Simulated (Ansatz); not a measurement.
# GaN (F-43m) in Ansatz: a series of runs

Runs on GaN. Level: r2SCAN-EpsX. Tasks: band structure, single point, equation of state.

All numbers are computed with Ansatz 0.2.0; they aren't measurements. Logs are shortened: lines on timing, memory, paths and dates and some standing lists are left out, and cuts for length are marked.

**Measured values to compare with.**

A printed reference work, textbook reports, for a bulk crystal of GaN at 0 K: band gap 3.299 eV (direct).

How close the calculation comes is told below.

## 1. Starting point

It takes space group F-43m (No. 216, cubic). Conventional cell: a = 4.507 Å, b = 4.507 Å, c = 4.507 Å, α = 90.00°, β = 90.00°, γ = 90.00°. Ga (site symmetry -43m) has 4 N at 1.95 Å as nearest neighbours. N (site symmetry -43m) is surrounded by 4 Ga at 1.95 Å.

The cell is a database's computed one.

## 2. Band structure, r2SCAN-EpsX

The input, input.yaml:

```yaml
crystal:
  lattice:
    - [0.0, 2.2535006075, 2.2535006075]
    - [2.2535006075, 0.0, 2.2535006075]
    - [2.2535006075, 2.2535006075, 0.0]
  atoms:
    - { symbol: Ga, position: [0.0, 0.0, 0.0] }
    - { symbol: "N", position: [0.25, 0.25, 0.25] }
hamiltonian:
  xc:
    exchange: r2scan
    correlation: r2scan
    exx: { coeff: inverse_dielectric }
  pseudopotentials: { kind: paw }
kpoints:
  mp_grid: { grid: [6, 6, 6] }
  band_path:
    path:
      - [[0.0, 0.0, 0.0], [0.5, 0.0, 0.5], [0.5, 0.25, 0.75], [0.375, 0.375, 0.75], [0.0, 0.0, 0.0], [0.5, 0.5, 0.5], [0.625, 0.25, 0.625], [0.5, 0.25, 0.75], [0.5, 0.5, 0.5], [0.375, 0.375, 0.75]]
      - [[0.625, 0.25, 0.625], [0.5, 0.0, 0.5]]
    npoints: 4
scf:
  occupations: { method: fermi_dirac, width: 0.05 }
  n_extra_bands: 6
output:
  forces: true
  stress: true
  eigenvalues: true
  fatbands: false
  write_density: true
  write_potential: true
  elf: true
  volumetric_format: npy
```

Potentials or basis: Ansatz PAW.

The run is started by

```console
ansatz run input.yaml --threads 2 --pin off --max-ram 5632MiB --backend cpu --events-out ev --progress --plain --runs-dir out
```

Log:

```text
Warning: output.stress: scf.convergence.dr2_threshold = 1e-7 eV (the SCF's general default) is looser than the 2e-10 eV advised for a printed stress (1e-10 eV for each atom of the cell: 2). What an SCF threshold leaves in a stress goes as its square root, and in the free energy as the threshold itself, and one threshold admits the most on a small cell: of the crystals measured, under no hybrid functional and no lock of the moments, on runs that ended without the residual-converged pass, on stresses that held no estimate of that error, the worst erred by over 100 MPa in a component at 1e-7 eV an atom and by under 5 at 1e-10. Set scf.convergence.dr2_threshold to 2e-10 eV or tighter. The threshold is an SCF's pass mark: one that does not reach it within its budget of iterations ends unconverged, or closes short of it on a stop that the run arms, and scf.convergence.dr2_threshold's page says what that costs each kind of run
Warning: output.stress: scf.exx.energy_threshold = 1e-6 eV is looser than the 2e-8 eV advised for a stress under a hybrid functional (1e-8 eV for each atom of the cell: 2). Every SCF of the exchange loop can meet its threshold on dr2 while the loop round them stops early: no threshold on dr2 bounds what that leaves in the stress. Set scf.exx.energy_threshold to 2e-8 eV or tighter. The threshold is the loop's pass mark: a loop that does not reach it within its budget of cycles ends unconverged, and scf.exx.energy_threshold's page has the law
Warning: RAYON_NUM_THREADS=2 ignored (pool sized by the plan → 2); use --threads N
scf.n_extra_bands = 6 over 9 filled bands (N_el = 18.0): the run solves 15 bands
the fraction of exact exchange is that of a crystal of Ga1N1
Engine: ansatz 0.2.0, x86_64-unknown-linux-gnu
Pseudopotentials: kind: paw
Pseudopotential: Ga, paw, valence charge 13, recommended cutoff 500 eV (meta_gga), Ga.paw.azcp
Pseudopotential: N, paw, valence charge 5, recommended cutoff 500 eV (meta_gga), N.paw.azcp
Functional definition: unnamed
  parameter a_1 = 0.25
  exchange = (1 - a_1)*r2scan_x + a_1*exact_x
  correlation = r2scan_c
  a weight of exact exchange comes from the crystal, and the text's number only plans the run
Solving k-mesh 4×4×4 for the fraction of exact exchange
ε∞ on k-mesh 4×4×4 of a primitive cell, without crystal.supercell, crystal.defects and total_charge: xx 5.5327, yy 5.5327, zz 5.5327; 3/Tr ε∞, of that cell with its empty space = 0.18074488764511965; solved inside the basis of its states, on 4×4×4 points, each entry to 0.0235, at a least direct gap of 2.109 eV
Crystal: 2 atoms, lattice volume = 22.888 Å³
Basis set: ecut = 500 eV, 561 PW (Γ), exchange–correlation on 96×96×96 points (64 copies of the dense FFT grid, shifted against one another)
Bands: 15, of which v1, the nominal top of the filled ones, is band 9 counted from 1 (8 counted from 0)
Symmetry: 24 space group operations
Space group: F-43m (ITA 216), of the structure as read, at distance tolerance 2.8e-5 Å
k-points: 16 of 216 (time reversal used)
Non-local potential: Ga, projectors of the file, l = 0: 2, l = 1: 2, l = 2: 3, l = 3: 1
Non-local potential: N, projectors of the file, l = 0: 2, l = 1: 2, l = 2: 1
PAW form: soft (Blöchl's): semilocal exchange-correlation on the pseudo side does not see the compensation charge
PAW frozen core: Ga, regenerated for the run's functional, and the local potential with it (the file was generated under x = pbe(κ = 0.804, μ = 0.2195149727645171), c = pbe(β = 0.06672455060314922))
PAW frozen core: N, regenerated for the run's functional, and the local potential with it (the file was generated under x = pbe(κ = 0.804, μ = 0.2195149727645171), c = pbe(β = 0.06672455060314922))
PAW one-centre angular grid: Ga, 590 points (default); XC on 160 Gauss nodes
PAW one-centre angular grid: N, 302 points (default); XC on 160 Gauss nodes
Initial density: superposition of atomic densities (neutral atoms: chi_scale 0, normalization atom), corrected by the library's trained network
Initial wavefunctions: pseudopotential atomic-orbital guess
Functional: x = r2scan, c = r2scan; τ floored in thin density (d = 2e-4 eV/Å³), warm-up for x = 0.8192551123548804 r2scan + 0.18074488764511965 exact, c = r2scan; τ floored in thin density (d = 2e-4 eV/Å³)
SCF iter   1: F=—  HF=-4176.341605 eV  |F-HF|=—  |Δ(HF+E_count)|=         —  Δρ=1.28e-2  dr2=1.44e-2  dr2_τ=9.38e-2  ethr=1.77e-3  ⟨swp⟩=10.4  Hψ=1110  notcnv=0
preconditioner: auto → none  [insulator: Δε(μ)=2.095 eV  Ē_g=22.771 eV  σ=0.050 eV  W_gap=1.00  n_scr=8 (ndim 8)  ℏωp=32.9 eV  f_vac=0.001  D(μ)=0.00/eV (n_scr^D=0)]
SCF iter   2: F=—  HF=-4176.372129 eV  |F-HF|=—  |Δ(HF+E_count)|=   3.05e-2  Δρ=4.56e-3  dr2=3.03e-3  dr2_τ=1.12e-4  ethr=8.01e-5  ⟨swp⟩=4.4  Hψ=772  notcnv=0  defer=3
SCF iter   3: F=—  HF=-4176.372140 eV  |F-HF|=—  |Δ(HF+E_count)|=   1.12e-5  Δρ=3.11e-3  dr2=7.12e-4  dr2_τ=6.07e-5  ethr=1.68e-5  ⟨swp⟩=3.1  Hψ=518  notcnv=0  defer=2
SCF iter   4: F=-4176.372182 eV  HF=-4176.372290 eV  |F-HF|=1.08e-4  |Δ(HF+E_count)|=   1.50e-4  Δρ=1.32e-3  dr2=2.59e-4  dr2_τ=3.42e-5  ethr=3.96e-6  ⟨swp⟩=3.3  Hψ=449  notcnv=0  defer=1
SCF 1 stopped early in 4 iterations: F = -4176.372182 eV  dr2 = 2.59e-4
Initial density: handed on by an earlier stage of this run
Initial wavefunctions: those handed on with the density
Functional: x = 0.8192551123548804 r2scan + 0.18074488764511965 exact, c = r2scan; τ floored in thin density (d = 2e-4 eV/Å³)
Frozen-core exchange: fock
SCF iter   1: F=—  HF=-4175.368831 eV  |F-HF|=—  |Δ(HF+E_count)|=         —  Δρ=9.95e-3  dr2=9.37e-3  dr2_τ=3.24e-5  ethr=1.44e-5  ⟨swp⟩=5.5  Hψ=986  notcnv=0
preconditioner: auto → none  [insulator: Δε(μ)=3.402 eV  Ē_g=25.278 eV  σ=0.050 eV  W_gap=1.00  n_scr=8 (ndim 8)  ℏωp=32.9 eV  f_vac=0.001  D(μ)=0.00/eV (n_scr^D=0)]
SCF iter   2: F=—  HF=-4175.366038 eV  |F-HF|=—  |Δ(HF+E_count)|=   2.79e-3  Δρ=1.67e-3  dr2=6.78e-4  dr2_τ=1.66e-5  ethr=1.44e-5  ⟨swp⟩=4.0  Hψ=660  notcnv=0
SCF iter   3: F=—  HF=-4175.368319 eV  |F-HF|=—  |Δ(HF+E_count)|=   2.28e-3  Δρ=1.23e-3  dr2=2.28e-4  dr2_τ=2.44e-5  ethr=2.68e-6  ⟨swp⟩=3.0  Hψ=436  notcnv=0  defer=1
iter 4 solved again at ethr=5.79e-8 eV; its pass at ethr=1.23e-6 eV (dr2=1.04e-5 eV) is discarded
SCF iter   4: F=—  HF=-4175.368278 eV  |F-HF|=—  |Δ(HF+E_count)|=   4.10e-5  Δρ=2.48e-4  dr2=1.73e-5  dr2_τ=5.83e-6  ethr=5.79e-8  ⟨swp⟩=3.4  Hψ=896  notcnv=0
SCF iter   5: F=—  HF=-4175.368275 eV  |F-HF|=—  |Δ(HF+E_count)|=   2.73e-6  Δρ=9.56e-5  dr2=1.03e-5  dr2_τ=5.90e-8  ethr=5.79e-8  ⟨swp⟩=3.0  Hψ=452  notcnv=0
SCF iter   6: F=—  HF=-4175.368322 eV  |F-HF|=—  |Δ(HF+E_count)|=   4.67e-5  Δρ=1.99e-4  dr2=9.96e-6  dr2_τ=6.30e-7  ethr=6.95e-9  ⟨swp⟩=4.1  Hψ=607  notcnv=0  defer=2
SCF iter   7: F=-4175.368319 eV  HF=-4175.368319 eV  |F-HF|=1.84e-7  |Δ(HF+E_count)|=   2.83e-6  Δρ=3.15e-5  dr2=7.73e-7  dr2_τ=1.08e-9  ethr=6.95e-9  ⟨swp⟩=3.1  Hψ=464  notcnv=0
SCF 2 stopped early in 7 iterations: F = -4175.368319 eV  dr2 = 7.73e-7
hybrid outer 1: dexx = +2.313e-3 eV, tail = 5.01e-6 eV
Frozen-core exchange: fock
SCF iter   1: F=—  HF=-4175.368247 eV  |F-HF|=—  |Δ(HF+E_count)|=         —  Δρ=2.82e-5  dr2=1.02e-7  dr2_τ=2.78e-9  ethr=1.39e-7  ⟨swp⟩=4.2  Hψ=568  notcnv=0
preconditioner: auto → none  [insulator: Δε(μ)=3.429 eV  Ē_g=25.184 eV  σ=0.050 eV  W_gap=1.00  n_scr=8 (ndim 8)  ℏωp=32.9 eV  f_vac=0.001  D(μ)=0.00/eV (n_scr^D=0)]
SCF iter   2: F=-4175.368247 eV  HF=-4175.368247 eV  |F-HF|=3.57e-10  |Δ(HF+E_count)|=   1.24e-7  Δρ=7.97e-6  dr2=4.92e-9  dr2_τ=8.59e-10  ethr=4.94e-10  ⟨swp⟩=4.1  Hψ=632  notcnv=0  defer=2
SCF 3 converged in 2 iterations: F = -4175.368247 eV  dr2 = 4.92e-9
  Residual-converged pass: ⟨swp⟩=3.0  Hψ=444  notcnv=0  max |occ|·‖R‖ = 2.3e-6 eV (tolerance 2.4e-6 eV)  dr2=4.94e-9  dr2_τ=8.59e-10  dr2_onsite=7.89e-10  max |Δocc| = 3.1e-23
hybrid outer 2: dexx = +7.038e-8 eV, tail = 1.39e-8 eV, Δε = 1.53e-3 eV (about 1.09e-4 eV left of the loop's levels)
NSCF: frozen V_eff on 42 k-points
hybrid SCF converged: 2 outer / 9 inner (+4 warm-up), last move |dexx| = 7.04e-8 eV, tail = 1.39e-8 eV
Stability not checked: this state was not tested for a lower state beside it, because the functional holds exact exchange (a hybrid, or Hartree-Fock), whose exchange loop this test does not read (fock_operator; see scf.lower_state_search)
Free energy (F): -4175.368247 eV
Frozen-core exchange: fock
Harris-Foulkes:  -4175.368247 eV  (|F-HF|=3.57e-10)
Internal energy: -4175.368247 eV  (E = F + TS)
E sigma→0 (E₀):  -4175.368247 eV
Fermi energy:    10.325558 eV
--- Per-component energies (eV) ---
  E_band       = -49.106183
  E_kinetic    = 246.564895
  E_local      = -1955.283808  (includes V_loc(G=0)·N_el)
  E_nonlocal   = 476.713663
  E_hartree    = 903.637146
  E_xc         = -101.794334
  E_vxc        = -118.464731  (∫ρ·V_xc dr)
  E_exx        = -50.283768  (= α·E_x^exact, valence–valence)
  E_paw        = -2106.994443  (= ΣΔE_a)
  E_vpaw       = -411.060809  (= ΣTr[D̂ρ^β])
  E_aug_tail   = -0.000024  (compensation charges beyond the density's cutoff)
  E_vtau       = 5.716862  (kinetic-family band-sum trace: ∫τ·v_τ [+ j·A + Jᵃ·Aᵃ] dr)
  E_ewald      = -1587.434954
  E_core_change = -0.492618  (= ΣΔE_core)
  E_smearing   = -0.000000  (= −TS)
  E_closure    = -0.000001  (closes the sum)
  Σ components = -4175.368247   (vs F -4175.368247, Δ=0.00e0)
--- Forces (eV/Å), atoms counted from 1 ---
  atom   1  Ga     0.00000000    -0.00000000     0.00000000
  atom   2  N     -0.00000000     0.00000000     0.00000000
  max |Σ_I F_I| component: 3.93e-17 eV/Å
--- Stress (GPa, compression-positive) ---
       -3.886406       0.000000       0.000000
        0.000000      -3.886406       0.000000
       -0.000000       0.000000      -3.886406
  P = ⅓ Tr σ = -3.8864 GPa (-38.864 kbar)
--- Band table (eV; the first three rows and the last of 16) ---
  k-point 0: bands = ["-9.0524", "-6.8728", "-6.8728", "-6.8728", "-6.5432", "-6.5432", "8.5832", "8.5832", "8.5832", "12.0122", "21.1418", "21.1418", "21.1418", "28.7198", "29.7849"]
  k-point 1: bands = ["-8.7958", "-6.8397", "-6.8397", "-6.6930", "-6.5446", "-6.5446", "6.1824", "8.2891", "8.2891", "13.7059", "20.0838", "21.5306", "21.5306", "27.6435", "27.6487"]
  k-point 2: bands = ["-8.4332", "-6.7930", "-6.7930", "-6.5259", "-6.5259", "-5.8797", "2.8167", "7.7680", "7.7680", "15.0038", "19.5020", "21.4220", "21.4220", "26.5234", "28.6116"]
  k-point 15: bands = ["-8.2166", "-6.7168", "-6.6729", "-6.5675", "-6.5068", "-4.3615", "2.3949", "4.8602", "4.9379", "15.6573", "18.8077", "22.2435", "22.3301", "26.1021", "31.7175"]
```

It took 88 s on 2 threads of Intel Xeon 6975P-C (Granite Rapids), shared host; peak memory 1.2 GiB.

What came out:

- Free energy: -4175.3682 eV
- Pressure: -3.9 GPa
- Band gap on the k mesh: 3.43 eV, direct
- Band gap along the path: 3.43 eV, direct
- Share of exact exchange: 0.181

Levels at the corners of the path, in eV from the valence-band top:
```tsv
point	band 5	band 6	band 7	band 8	band 9	band 10	band 11	band 12	band 13	band 14
Γ	-15.13	-15.13	0.00	0.00	0.00	3.43	12.56	12.56	12.56	20.14
X	-15.05	-13.14	-6.54	-2.92	-2.92	4.99	8.72	14.26	16.74	16.74
W	-15.11	-12.88	-6.02	-4.03	-3.86	8.08	10.88	12.53	13.31	18.01
K	-15.09	-13.00	-6.22	-4.58	-2.35	6.77	10.17	13.51	15.37	16.03
Γ	-15.13	-15.13	0.00	0.00	0.00	3.43	12.56	12.56	12.56	20.14
L	-15.09	-13.65	-7.52	-1.05	-1.05	6.61	11.04	12.50	12.50	18.06
U	-15.09	-13.00	-6.22	-4.58	-2.35	6.77	10.17	13.51	15.37	16.03
W	-15.11	-12.88	-6.02	-4.03	-3.86	8.08	10.88	12.53	13.31	18.01
L	-15.09	-13.65	-7.52	-1.05	-1.05	6.61	11.04	12.50	12.50	18.06
K	-15.09	-13.00	-6.22	-4.58	-2.35	6.77	10.17	13.51	15.37	16.03
U	-15.09	-13.00	-6.22	-4.58	-2.35	6.77	10.17	13.51	15.37	16.03
X	-15.05	-13.14	-6.54	-2.92	-2.92	4.99	8.72	14.26	16.74	16.74
```

Caveat: the PAW data sets come from PBE, with cores solved anew for the run's functional, which leaves a small shift of forces and pressure; the thresholds are loose for stress.

## 3. Single point, r2SCAN-EpsX, 10.76 Å³/atom (volume scaled by 0.94)

The input, input.yaml:

```yaml
crystal:
  lattice:
    - [0.0, 2.2074978911, 2.2074978911]
    - [2.2074978911, 0.0, 2.2074978911]
    - [2.2074978911, 2.2074978911, 0.0]
  atoms:
    - { symbol: Ga, position: [0.0, 0.0, 0.0] }
    - { symbol: "N", position: [0.25, 0.25, 0.25] }
hamiltonian:
  xc:
    exchange: r2scan
    correlation: r2scan
    exx: { coeff: inverse_dielectric }
  pseudopotentials: { kind: paw }
kpoints:
  mp_grid: { grid: [5, 5, 5] }
scf:
  occupations: { method: fermi_dirac, width: 0.05 }
output:
  forces: true
  stress: true
  eigenvalues: true
  write_density: true
  write_potential: true
  elf: true
  volumetric_format: npy
```

Potentials or basis: Ansatz PAW.

The run is started by

```console
ansatz run input.yaml --threads 2 --pin off --max-ram 5632MiB --backend cpu --events-out ev --progress --plain --runs-dir out
```

Log:

```text
Warning: output.stress: scf.convergence.dr2_threshold = 1e-7 eV (the SCF's general default) is looser than the 2e-10 eV advised for a printed stress (1e-10 eV for each atom of the cell: 2). What an SCF threshold leaves in a stress goes as its square root, and in the free energy as the threshold itself, and one threshold admits the most on a small cell: of the crystals measured, under no hybrid functional and no lock of the moments, on runs that ended without the residual-converged pass, on stresses that held no estimate of that error, the worst erred by over 100 MPa in a component at 1e-7 eV an atom and by under 5 at 1e-10. Set scf.convergence.dr2_threshold to 2e-10 eV or tighter. The threshold is an SCF's pass mark: one that does not reach it within its budget of iterations ends unconverged, or closes short of it on a stop that the run arms, and scf.convergence.dr2_threshold's page says what that costs each kind of run
Warning: output.stress: scf.exx.energy_threshold = 1e-6 eV is looser than the 2e-8 eV advised for a stress under a hybrid functional (1e-8 eV for each atom of the cell: 2). Every SCF of the exchange loop can meet its threshold on dr2 while the loop round them stops early: no threshold on dr2 bounds what that leaves in the stress. Set scf.exx.energy_threshold to 2e-8 eV or tighter. The threshold is the loop's pass mark: a loop that does not reach it within its budget of cycles ends unconverged, and scf.exx.energy_threshold's page has the law
Warning: RAYON_NUM_THREADS=2 ignored (pool sized by the plan → 2); use --threads N
the fraction of exact exchange is that of a crystal of Ga1N1
[... 8 set-up lines as earlier in the session ...]
  a weight of exact exchange comes from the crystal, and the text's number only plans the run
Solving k-mesh 4×4×4 for the fraction of exact exchange
ε∞ on k-mesh 4×4×4 of a primitive cell, without crystal.supercell, crystal.defects and total_charge: xx 5.2598, yy 5.2598, zz 5.2598; 3/Tr ε∞, of that cell with its empty space = 0.19012044334819833; solved inside the basis of its states, on 4×4×4 points, each entry to 0.0237, at a least direct gap of 2.526 eV
[... 61 lines left out ...]
  E_vxc        = -118.361918  (∫ρ·V_xc dr)
  E_exx        = -53.122534  (= α·E_x^exact, valence–valence)
  E_paw        = -2105.151710  (= ΣΔE_a)
  E_vpaw       = -408.211458  (= ΣTr[D̂ρ^β])
  E_aug_tail   = -0.000014  (compensation charges beyond the density's cutoff)
  E_vtau       = 5.647874  (kinetic-family band-sum trace: ∫τ·v_τ [+ j·A + Jᵃ·Aᵃ] dr)
  E_ewald      = -1620.515991
  E_core_change = -0.483406  (= ΣΔE_core)
  E_smearing   = -0.000000  (= −TS)
  E_closure    = 0.000001  (closes the sum)
  Σ components = -4175.288225   (vs F -4175.288225, Δ=-9.09e-13)
--- Forces (eV/Å), atoms counted from 1 ---
  atom   1  Ga     0.00000000     0.00000000     0.00000000
  atom   2  N     -0.00000000    -0.00000000    -0.00000000
  max |Σ_I F_I| component: 7.40e-17 eV/Å
--- Stress (GPa, compression-positive) ---
        9.597369      -0.000000      -0.000000
       -0.000000       9.597369       0.000000
       -0.000000       0.000000       9.597369
  P = ⅓ Tr σ = 9.5974 GPa (95.974 kbar)
--- Band table (eV; the first three rows and the last of 10) ---
  k-point 0: bands = ["-8.7432", "-6.0804", "-6.0804", "-6.0804", "-5.6842", "-5.6842", "9.4884", "9.4884", "9.4884", "13.4691", "22.5731", "22.5731", "22.5731"]
  k-point 1: bands = ["-8.3301", "-6.0275", "-6.0275", "-5.8217", "-5.6850", "-5.6850", "6.3198", "9.0589", "9.0589", "15.5074", "21.2699", "23.0525", "23.0525"]
  k-point 2: bands = ["-7.8610", "-5.9758", "-5.9758", "-5.6483", "-5.6483", "-4.6156", "2.3082", "8.4531", "8.4531", "16.6136", "20.9176", "22.5869", "22.5869"]
  k-point 9: bands = ["-7.6717", "-5.9038", "-5.8687", "-5.7267", "-5.6550", "-3.7189", "3.1408", "5.1952", "6.4617", "17.7112", "20.5557", "21.7793", "24.6843"]
```

rho_z.tsv:

```text
# z_ang	rho[e/angstrom^3]
# format = ansatz-planar-average/11
# lattice	0.000000000	2.207497891	2.207497891
# lattice	2.207497891	0.000000000	2.207497891
# lattice	2.207497891	2.207497891	0.000000000
# sites	2
# site	31	0.000000000	0.000000000	0.000000000
# site	7	1.103748946	1.103748946	1.103748946
0.000000	2.287760e0
0.130078	2.158714e0
0.260156	1.761989e0
0.390234	1.352394e0
0.520312	1.073846e0
0.650390	9.186307e-1
[... 16 lines left out ...]
2.861717	1.474209e0
2.991795	2.013843e0
```

It took 11 s on 2 threads of Intel Xeon 6975P-C (Granite Rapids), shared host; peak memory 0.79 GiB.

Results:

```yaml
Free_energy: -4175.2882 eV
Pressure: 9.6 GPa
Band_gap_on_the_k_mesh: 3.98 eV, direct
Share_of_exact_exchange: 0.190
```

Caveat: the k mesh is coarse (spacing up to 0.49 Å⁻¹), so the values aren't converged, least of all with exact exchange; odd divisions of the mesh miss points on the zone boundary, where band edges often lie, so the gap on the mesh can be too wide; the PAW data sets come from PBE, with cores solved anew for the run's functional, which leaves a small shift of forces and pressure; the thresholds are loose for stress.

## 4. Single point, r2SCAN-EpsX, 10.99 Å³/atom (volume scaled by 0.96)

input.yaml, as its differences from that of step 3:

```diff
@@ -2,5 +2,5 @@
   lattice:
-    - [0.0, 2.2074978911, 2.2074978911]
-    - [2.2074978911, 0.0, 2.2074978911]
-    - [2.2074978911, 2.2074978911, 0.0]
+    - [0.0, 2.2230441631, 2.2230441631]
+    - [2.2230441631, 0.0, 2.2230441631]
+    - [2.2230441631, 2.2230441631, 0.0]
   atoms:
@@ -22,5 +22 @@
   eigenvalues: true
-  write_density: true
-  write_potential: true
-  elf: true
-  volumetric_format: npy
```

The run is started by

```console
ansatz run input.yaml --threads 2 --pin off --max-ram 5632MiB --backend cpu --events-out ev --progress --plain --runs-dir out
```

It took 11 s on 2 threads of Intel Xeon 6975P-C (Granite Rapids), shared host; peak memory 0.77 GiB.

It converged, with:

```
Free energy             : -4175.3241 eV
Pressure                : 4.6 GPa
Band gap on the k mesh  : 3.80 eV, direct
Share of exact exchange : 0.187
```

Caveat: the k mesh is coarse (spacing up to 0.49 Å⁻¹), so the values aren't converged, least of all with exact exchange; odd divisions of the mesh miss points on the zone boundary, where band edges often lie, so the gap on the mesh can be too wide; the PAW data sets come from PBE, with cores solved anew for the run's functional, which leaves a small shift of forces and pressure; the thresholds are loose for stress.

(Part 1 of 2 ends here.)
